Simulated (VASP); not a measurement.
# ZnSe (Stilleite) (F-43m) in VASP: further runs

One crystal, ZnSe (Stilleite), is run at these levels: PBE, LDA, PBEsol, PBEsol0; tasks: single point, relaxation of cell and atoms.

Everything below comes from runs of VASP 6.6.1. Logs are shortened: lines on timing, memory, paths and dates and some standing lists are left out, and cuts for length are marked.

**What was measured.**

From “Alloy Disordering Effects on the Thermal Conductivity and Energy Gap Temperature Dependence of Cd1−xZnxSe Ternary Crystals Grown by the Bridgman Method”, 2023, pmc:10253836, for a bulk crystal of ZnSe at 300 K: band gap 2.695 ± 0.003 eV (an exciton energy, a little under the gap).

The runs below are set against these values where they give the same quantity.

## 1. The crystal as given

Symmetry: F-43m, No. 216, cubic system. Conventional cell: a = 5.668 Å, b = 5.668 Å, c = 5.668 Å, α = 90.00°, β = 90.00°, γ = 90.00°. Around Se (site symmetry -43m) lie 4 Zn at 2.45 Å. Around Zn (site symmetry -43m) lie 4 Se at 2.45 Å.

## 2. Single point, PBE

The input, INCAR:

```
ALGO = Fast
EDIFF = 1E-7
ENCUT = 520
GGA = PE
ISIF = 2
ISMEAR = 0
LASPH = T
LCHARG = T
LELF = T
LREAL = F
LVHAR = T
LWAVE = F
NBANDS = 16
NELM = 60
PREC = Accurate
SIGMA = 0.011
```

The input, KPOINTS:

```
k-points
0
Gamma
  8 8 8
```

The input, POSCAR:

```
ZnSe
1.0
    0.0000000000      2.8338000000      2.8338000000
    2.8338000000      0.0000000000      2.8338000000
    2.8338000000      2.8338000000      0.0000000000
Se Zn
1 1
Direct
    0.7500000000      0.7500000000      0.7500000000
    0.0000000000      0.0000000000      0.0000000000
```

Potentials or basis: VASP PAW PBE potentials, release 64 (Se, Zn).

On the command line:

```console
$ cat potpaw_PBE.64/Se/POTCAR potpaw_PBE.64/Zn/POTCAR > POTCAR
$ mpirun -np 1 vasp_std > vasp.out
```

OUTCAR:

```text
EDIFF = 1E-7
   ENCUT = 520
   GGA = PE
   ISIF = 2
   ISMEAR = 0
   LASPH = T
   LREAL = F
   NELM = 60
   PREC = Accurate

 ion  position               nearest neighbor table
   1  0.750  0.750  0.750-   2 2.45   2 2.45   2 2.45   2 2.45
   2  0.000  0.000  0.000-   1 2.45   1 2.45   1 2.45   1 2.45

  LATTYP: Found a face centered cubic cell.
 ALAT       =     5.6676000000

  Lattice vectors:

 A1 = (   0.0000000000,   2.8338000000,   2.8338000000)
 A2 = (   2.8338000000,   0.0000000000,   2.8338000000)
 A3 = (   2.8338000000,   2.8338000000,   0.0000000000)

Analysis of symmetry for initial positions (statically):
=====================================================================
 Subroutine PRICEL returns:
 Original cell was already a primitive cell.

 Routine SETGRP: Setting up the symmetry group for a
 face centered cubic supercell.

 Subroutine GETGRP returns: Found 24 space group operations
 (whereof 24 operations were pure point group operations)
 out of a pool of 48 trial point group operations.

The static configuration has the point symmetry T_d .

Analysis of symmetry for dynamics (positions and initial velocities):
=====================================================================
 Subroutine PRICEL returns:
 Original cell was already a primitive cell.

 Routine SETGRP: Setting up the symmetry group for a
 face centered cubic supercell.

 Subroutine GETGRP returns: Found 24 space group operations
 (whereof 24 operations were pure point group operations)
 out of a pool of 48 trial point group operations.

The dynamic configuration has the point symmetry T_d .

 Subroutine INISYM returns: Found 24 space group operations
 (whereof 24 operations are pure point group operations),
 and found     1 'primitive' translations

----------------------------------------------------------------------------------------

                                     Primitive cell

  volume of cell :      45.5132

  direct lattice vectors                    reciprocal lattice vectors
     0.000000000  2.833800000  2.833800000    -0.176441527  0.176441527  0.176441527
     2.833800000  0.000000000  2.833800000     0.176441527 -0.176441527  0.176441527
     2.833800000  2.833800000  0.000000000     0.176441527  0.176441527 -0.176441527

  length of vectors
     4.007598393  4.007598393  4.007598393     0.305605690  0.305605690  0.305605690

  position of ions in fractional coordinates (direct lattice)
     0.750000000  0.750000000  0.750000000
     0.000000000  0.000000000  0.000000000

  ion indices of the primitive-cell ions
   primitive index   ion index
                 1           1
                 2           2

----------------------------------------------------------------------------------------

 KPOINTS: k-points

Automatic generation of k-mesh.
 Grid dimensions read from file:
 generate k-points for:    8    8    8

 Generating k-lattice:

  Cartesian coordinates                     Fractional coordinates (reciprocal lattice)
    -0.022055191  0.022055191  0.022055191     0.125000000  0.000000000  0.000000000
     0.022055191 -0.022055191  0.022055191     0.000000000  0.125000000  0.000000000
     0.022055191  0.022055191 -0.022055191     0.000000000  0.000000000  0.125000000

  Length of vectors
     0.038200711  0.038200711  0.038200711

  Shift w.r.t. Gamma in fractional coordinates (k-lattice)
     0.000000000  0.000000000  0.000000000

 Subroutine IBZKPT returns following result:
 ===========================================

 Found     29 irreducible k-points:

 Following reciprocal coordinates:
            Coordinates               Weight
  0.000000  0.000000  0.000000      1.000000
  0.125000  0.000000  0.000000      8.000000
  0.250000  0.000000  0.000000      8.000000
  0.375000  0.000000  0.000000      8.000000
  0.500000  0.000000  0.000000      4.000000
  0.125000  0.125000  0.000000      6.000000
[... 16 lines left out ...]
  0.500000  0.250000  0.125000     48.000000
 -0.375000  0.250000  0.125000     24.000000
 [... further k-points ...]
   k-points           NKPTS =     29   k-points in BZ     NKDIM =     29   number of bands    NBANDS=     16
   number of dos      NEDOS =    301   number of ions     NIONS =      2
   total plane-waves  NPLWV =  27000
   dimension x,y,z NGX =    30 NGY =   30 NGZ =   30
   dimension x,y,z NGXF=    60 NGYF=   60 NGZF=   60
   ions per type =               1   1
   NGX,Y,Z   is equivalent  to a cutoff of  12.44, 12.44, 12.44 a.u.
   NGXF,Y,Z  is equivalent  to a cutoff of  24.89, 24.89, 24.89 a.u.
 SYSTEM =  unknown system
   PREC   = accura    normal or accurate (medium, high low for compatibility)
   ISTART =      0    job   : 0-new  1-cont  2-samecut
   ICHARG =      2    charge: 1-file 2-atom 10-const
   ISPIN  =      1    spin polarized calculation?
   LNONCOLLINEAR =      F non collinear calculations
   LSORBIT =      F    spin-orbit coupling
   LASPH  =      T    aspherical Exc in radial PAW
   ENCUT  =  520.0 eV  38.22 Ry    6.18 a.u.   7.45  7.45  7.45*2*pi/ulx,y,z
   NELM   =     60;   NELMIN=  2; NELMDL= -5     # of ELM steps
   EDIFF  = 0.1E-06   stopping-criterion for ELM
   LREAL  =      F    real-space projection
[... 7 lines left out ...]
   TEBEG  =    0.0;   TEEND  =   0.0 temperature during run
   PSTRESS=    0.0 pullay stress
   NELECT =      18.0000    total number of electrons
   NUPDOWN=      -1.0000    fix difference up-down
   EMIN   =  10.00;   EMAX   =-10.00  energy-range for DOS
   EFERMI =   0.00;   METHOD = LEGACY
   ISMEAR =     0;   SIGMA  =   0.01  broadening in eV -4-tet -1-fermi 0-gaus
   EFERMI_NEDOS =   21; number of points for ismear=-14 and -15
   IALGO  =     68    algorithm
   IMIX   =      4    mixing-type and parameters
     AMIX     =   0.40;   BMIX     =  1.00
     AMIX_MAG =   1.60;   BMIX_MAG =  1.00
  volume/ion in A,a.u.               =      22.76       153.57
  Fermi-wavevector in a.u.,A,eV,Ry     =   1.201673  2.270834 19.647073  1.444019
  Thomas-Fermi vector in A             =   2.337476
   LORBIT       =      0    0 simple, 1 ext, 2 COOP (PROOUT), +10 PAW based schemes
   GGA     = PE    functional components
   LHFCALC =     F    Hartree Fock is set to
   AEXX    =    0.0000 exact exchange contribution
   IVDW    =     0    specifies the selected vdW correction
   LEPSILON=     F    determine dielectric tensor
   LRPA    =     F    only Hartree local field effects (RPA)
 non-spin polarized calculation
 RMM-DIIS sequential band-by-band and
 Gauss-broadening in eV      SIGMA  =   0.01
  energy-cutoff  :      520.00
  volume of cell :       45.51
 maximum number of plane-waves:      1243
 NGX is ok and might be reduce to    30
   NGX = 15   NGY = 15   NGZ = 15

 number of electron      18.0000012 magnetization

 Free energy of the ion-electron system (eV)
  ---------------------------------------------------
  ext. energy  EPLUGINS =         0.00000000
  ---------------------------------------------------
  free energy    TOTEN  =        -6.02011776 eV

  energy without entropy =       -6.02011776  energy(sigma->0) =       -6.02011776

 E-fermi :   1.7345     XC(G=0):  -9.3216

 val. band max:        1.6131792086   @ k =   0.0000   0.0000   0.0000
 cond. band min:       2.9035032233   @ k =   0.0000   0.0000   0.0000
 fundamental gap:      1.2903240147
 Fermi energy:         1.7345357975

 k-point     1 :       0.0000    0.0000    0.0000
  band No.  band energies     occupation
      1     -11.6459      2.00000
      2      -4.9329      2.00000
      3      -4.9329      2.00000
      4      -4.9329      2.00000
      5      -4.5631      2.00000
      6      -4.5631      2.00000
[... 8 lines left out ...]
     15      13.0735      0.00000
     16      13.0735      0.00000

 k-point     2 :       0.1250    0.0000    0.0000
  band No.  band energies     occupation
      1     -11.5453      2.00000
      2      -4.9259      2.00000
      3      -4.9170      2.00000
      4      -4.9170      2.00000
      5      -4.5645      2.00000
      6      -4.5645      2.00000
[... 8 lines left out ...]
     15      12.2914      0.00000
     16      12.4059      0.00000

 k-point     3 :       0.2500    0.0000    0.0000
  band No.  band energies     occupation
      1     -11.2839      2.00000
      2      -4.8822      2.00000
      3      -4.8822      2.00000
      4      -4.8706      2.00000
      5      -4.5630      2.00000
      6      -4.5630      2.00000
[... 8 lines left out ...]
     15      12.0550      0.00000
     16      12.3339      0.00000

 k-point     4 :       0.3750    0.0000    0.0000
  band No.  band energies     occupation
      1     -10.9903      2.00000
      2      -4.8543      2.00000
      3      -4.8543      2.00000
      4      -4.6759      2.00000
      5      -4.5524      2.00000
      6      -4.5524      2.00000
[... 8 lines left out ...]
     15      13.1687      0.00000
     16      13.1687      0.00000

 k-point     5 :       0.5000    0.0000    0.0000
  band No.  band energies     occupation
      1     -10.8568      2.00000
      2      -4.8453      2.00000
      3      -4.8453      2.00000
      4      -4.5447      2.00000
      5      -4.5447      2.00000
      6      -4.4045      2.00000
[... 8 lines left out ...]
     15      14.7198      0.00000
     16      14.7199      0.00000

 k-point     6 :       0.1250    0.1250    0.0000
  band No.  band energies     occupation
      1     -11.5116      2.00000
      2      -4.9410      2.00000
      3      -4.9030      2.00000
      4      -4.9030      2.00000
      5      -4.5745      2.00000
      6      -4.5560      2.00000
[... 8 lines left out ...]
     15      12.8519      0.00000
     16      13.2939      0.00000
[... 267 lines left out ...]
 k-point    21 :       0.5000    0.5000    0.0000
  band No.  band energies     occupation
      1     -10.5887      2.00000
      2      -4.9011      2.00000
      3      -4.6799      2.00000
      4      -4.6799      2.00000
      5      -4.5148      2.00000
      6      -4.3841      2.00000
[... 8 lines left out ...]
     15      15.5451      0.00000
     16      16.0388      0.00000

 k-point    22 :       0.3750    0.2500    0.1250
  band No.  band energies     occupation
      1     -11.0794      2.00000
      2      -4.8903      2.00000
      3      -4.8307      2.00000
      4      -4.8034      2.00000
      5      -4.5773      2.00000
      6      -4.5383      2.00000
[... 8 lines left out ...]
     15      13.8775      0.00000
     16      15.0642      0.00000

 k-point    23 :       0.5000    0.2500    0.1250
  band No.  band energies     occupation
      1     -10.8342      2.00000
      2      -4.8377      2.00000
      3      -4.8064      2.00000
      4      -4.6747      2.00000
      5      -4.5508      2.00000
      6      -4.4987      2.00000
[... 8 lines left out ...]
     15      14.2093      0.00000
     16      15.3200      0.00000

 k-point    24 :      -0.3750    0.2500    0.1250
  band No.  band energies     occupation
      1     -10.7252      2.00000
      2      -4.8294      2.00000
      3      -4.7922      2.00000
      4      -4.5950      2.00000
      5      -4.5561      2.00000
      6      -4.3540      2.00000
[... 8 lines left out ...]
     15      14.3638      0.00000
     16      15.1829      0.00000

 [... further k-points ...]
[... 5 lines left out ...]
  --------------------------------------------------------------------------------------
  -------------------------------------------------------------------------------------
  Total        0.6741794      0.6741794      0.6741794     -0.0000000      0.0000000     -0.0000000
  in kB       23.7327730     23.7327730     23.7327730     -0.0000000      0.0000000     -0.0000000
  external PRESSURE =      23.7327730 kB  Pullay stress =       0.0000000 kB

 VOLUME and BASIS-vectors are now :
 -----------------------------------------------------------------------------
  energy-cutoff  :      520.00
  volume of cell :       45.51
      direct lattice vectors                 reciprocal lattice vectors
     0.000000000  2.833800000  2.833800000    -0.176441527  0.176441527  0.176441527
     2.833800000  0.000000000  2.833800000     0.176441527 -0.176441527  0.176441527
     2.833800000  2.833800000  0.000000000     0.176441527  0.176441527 -0.176441527

 POSITION                                       TOTAL-FORCE (eV/Angst)
 -----------------------------------------------------------------------------------
      4.25070      4.25070      4.25070         0.000000     -0.000000      0.000000
      0.00000      0.00000      0.00000        -0.000000      0.000000     -0.000000
 -----------------------------------------------------------------------------------
    total drift:                                0.000001      0.000001      0.000001

  FREE ENERGIE OF THE ION-ELECTRON SYSTEM (eV)
  ---------------------------------------------------
  free  energy   TOTEN  =        -6.0201177596 eV

  energy  without entropy=       -6.0201177596  energy(sigma->0) =       -6.02011776
```

It took 33 s on 1 thread of Intel Xeon Platinum 8259CL at 2.50GHz (Skylake/Cascade Lake), shared host; peak memory 0.17 GiB.

Results:

| Quantity | Value |
| --- | --- |
| Free energy | -6.0201 eV |
| Pressure | 2.4 GPa |
| Band gap on the k mesh | 1.29 eV, direct |

Levels at points of the mesh, in eV from the valence-band top:
```csv
k point,band 5,band 6,band 7,band 8,band 9,band 10,band 11,band 12,band 13,band 14
"(0.00, 0.00, 0.00)",-6.18,-6.18,0.00,0.00,0.00,1.29,5.80,5.80,5.80,9.93
"(0.50, 0.00, 0.00)",-6.16,-6.02,-5.23,-0.87,-0.87,2.54,6.38,6.38,8.58,10.97
"(0.50, 0.50, 0.00)",-6.13,-6.00,-4.75,-2.19,-2.19,2.98,3.46,10.74,11.25,11.25
```

## 3. Relaxation of cell and atoms, PBE

The input, INCAR:

```
SYSTEM = ZnSe
  PREC = Accurate
  ENCUT = 600
  EDIFF = 1E-6
  ISMEAR = -1
  SIGMA = 0.05
  LREAL = .FALSE.
  LASPH = .TRUE.
  NELM = 80
  ALGO = Normal
  ISIF = 3
  LWAVE = .FALSE.
  LCHARG = .FALSE.
  GGA = PE
  IBRION = 2
  NSW = 40
  EDIFFG = -0.005
```

The input, KPOINTS:

```
Automatic mesh
0
G
  8 8 8
  0 0 0
```

POSCAR is that of step 2.

Potentials or basis: VASP PAW PBE potentials, release 64 (Se, Zn).

On the command line:

```console
$ cat potpaw_PBE.64/Se/POTCAR potpaw_PBE.64/Zn/POTCAR > POTCAR
$ mpirun -np 1 vasp_std > vasp.out
```

Run time: 50 s. Hardware: 1 thread of Intel Xeon Platinum 8259CL at 2.50GHz (Skylake/Cascade Lake), shared host; peak memory 0.19 GiB.

It converged, with:

| Quantity | Value |
| --- | --- |
| Free energy | -6.0321 eV |
| Relaxed volume | 23.65 Å³/atom |
| Relaxed cell | a = 4.059 Å, b = 4.059 Å, c = 4.059 Å, α = 60.00°, β = 60.00°, γ = 60.00° |
| Space group after relaxing (to 0.05 Å) | F-43m (No. 216) |
| Energy gained by relaxing | 6.1 meV/atom |
| Ionic steps | 5 |
| Pressure after relaxing | 0.0 GPa |
| Band gap on the k mesh | 1.14 eV, direct |

The path:
```
step  energy change (eV)  largest force (eV/Å)  pressure (GPa)  volume (Å³)
   1              0.0000                0.0000            2.34        45.51
   2             -0.0114                0.0000           -0.55        47.73
   3             -0.0122                0.0000            0.11        47.25
   4             -0.0122                0.0000           -0.06        47.33
   5             -0.0122                0.0000           -0.02        47.29
```

Final structure:
```
Se Zn
1.0
     0.00000    2.87025    2.87025
     2.87025    0.00000    2.87025
     2.87025    2.87025    0.00000
Se Zn
1 1
Direct
  0.75000 0.75000 0.75000
  0.00000 0.00000 0.00000
```

Levels at points of the mesh, in eV from the valence-band top:
| k point | band 6 | band 7 | band 8 | band 9 | band 10 | band 11 | band 12 | band 13 |
| --- | --- | --- | --- | --- | --- | --- | --- | --- |
| (0.00, 0.00, 0.00) | -6.08 | 0.00 | 0.00 | 0.00 | 1.14 | 5.81 | 5.81 | 5.81 |
| (0.50, 0.00, 0.00) | -5.93 | -4.99 | -0.81 | -0.81 | 2.48 | 6.39 | 6.39 | 8.47 |
| (0.50, 0.50, 0.00) | -5.91 | -4.59 | -2.05 | -2.05 | 3.07 | 3.46 | 10.47 | 10.98 |

A hybrid or GW would open this gap; PBE tends to underestimate it. Zero-point motion and thermal expansion aren't in these numbers.

## 4. Relaxation of cell and atoms, LDA

The input, INCAR:

```
  PREC = Accurate
  ENCUT = 600
  EDIFF = 1E-6
  ISMEAR = -1
  SIGMA = 0.05
  LREAL = F
  LASPH = T
  NELM = 60
  ALGO = Fast
  ISIF = 3
  LWAVE = F
  LCHARG = F
  IBRION = 2
  NSW = 40
  EDIFFG = -0.005
```

The input, KPOINTS:

```
Automatic mesh
0
Gamma
  8 8 8
```

POSCAR is that of step 3.

Potentials or basis: VASP PAW LDA potentials, release 64 (Se, Zn).

On the command line:

```console
$ cat potpaw_LDA.64/Se/POTCAR potpaw_LDA.64/Zn/POTCAR > POTCAR
$ mpirun -np 1 vasp_std > vasp.out
```

Run time: 58 s. Hardware: 1 thread of Intel Xeon Platinum 8259CL at 2.50GHz (Skylake/Cascade Lake), shared host; peak memory 0.17 GiB.

The run converged. Its results:

```yaml
Free_energy: -7.3723 eV
Relaxed_volume: 21.64 Å³/atom
Relaxed_cell: a = 3.941 Å, b = 3.941 Å, c = 3.941 Å, α = 60.00°, β = 60.00°, γ = 60.00°
Space_group_after_relaxing_to_0.05_Å: F-43m (No. 216)
Energy_gained_by_relaxing: 11.0 meV/atom
Ionic_steps: 8
Pressure_after_relaxing: 0.0 GPa
Band_gap_on_the_k_mesh: 1.28 eV, direct
```

Step by step:
```tsv
step	energy change (eV)	largest force (eV/Å)	pressure (GPa)	volume (Å³)
1	0.0000	0.0000	-3.04	45.51
2	-0.0200	0.0000	1.11	42.73
3	-0.0220	0.0000	-0.14	43.34
4	-0.0220	0.0000	0.13	43.27
5	-0.0220	0.0000	-0.06	43.38
6	-0.0220	0.0000	-0.11	43.34
7	-0.0220	0.0000	-0.05	43.31
8	-0.0220	0.0000	0.01	43.29
```

Final structure:
```
CELL_PARAMETERS angstrom
0.00000 2.78687 2.78687
2.78687 0.00000 2.78687
2.78687 2.78687 0.00000
ATOMIC_POSITIONS crystal
Se 0.75000 0.75000 0.75000
Zn 0.00000 0.00000 0.00000
```

Levels at points of the mesh, in eV from the valence-band top:
```
           k point  band 6  band 7  band 8  band 9  band 10  band 11  band 12  band 13
(0.00, 0.00, 0.00)   -6.47    0.00    0.00    0.00     1.28     5.68     5.68     5.68
(0.50, 0.00, 0.00)   -6.29   -5.62   -0.95   -0.95     2.46     6.27     6.27     8.48
(0.50, 0.50, 0.00)   -6.27   -5.05   -2.39   -2.39     2.69     3.32    10.90    11.44
```

LDA usually gives volumes a few per cent too small. Zero-point motion and thermal expansion aren't in these numbers.

[end of part 1 of 2]
